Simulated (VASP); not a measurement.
**GaSb: single point with r2SCAN**

**The experiment to reproduce.**

A printed reference work, data compilation reports, for a bulk crystal of GaSb at 4.2 K: band gap 0.811 eV (direct).

GaSb:

```xyz
2
Lattice="0.0000 3.0657 3.0657 3.0657 0.0000 3.0657 3.0657 3.0657 0.0000" Properties=species:S:1:pos:R:3 pbc="T T T"
Ga    0.0000    0.0000    0.0000
Sb    4.5985    4.5985    4.5985
```

```json
{
  "Program": "VASP 6.6.1",
  "Task": "single point",
  "Functional": "r2SCAN",
  "Potentials or basis": "VASP PAW PBE potentials, release 64 (Ga_d, Sb)",
  "Cutoff": "520 eV",
  "k mesh": "6 × 6 × 6",
  "Occupations": "gaussian, width 0.05 eV",
  "Spin": "no spin polarisation"
}
```

The pressure is 0.1 GPa. The band gap on the k mesh is 0.40 eV, direct.

Levels at points of the mesh, in eV from the valence-band top:
| k point | band 7 | band 8 | band 9 | band 10 | band 11 | band 12 |
| --- | --- | --- | --- | --- | --- | --- |
| (0.00, 0.00, 0.00) | 0.00 | 0.00 | 0.00 | 0.40 | 2.98 | 2.98 |
| (0.50, 0.00, 0.00) | -6.55 | -1.20 | -1.20 | 0.67 | 4.01 | 4.01 |
| (0.50, 0.50, 0.00) | -7.02 | -2.67 | -2.67 | 1.12 | 1.49 | 9.22 |

Wall time 23 s on 1 thread of Intel(R) Xeon(R) 6975P-C (Granite Rapids), on a shared host, peak memory 0.19 GiB.

A measured gap of GaSb is 0.811 eV (direct; 4.2 K; a printed reference work, data compilation); the calculated 0.40 eV misses it by -0.41 eV. Spin-orbit coupling on Ga, Sb is left out. The value is that of r2SCAN on a finite k mesh, which can miss the band edges, without temperature or zero-point motion.

Caveat: the PAW data sets were made with another functional, which shifts forces and pressure a little; spin-orbit coupling is left out, which moves the levels of the heavy elements.
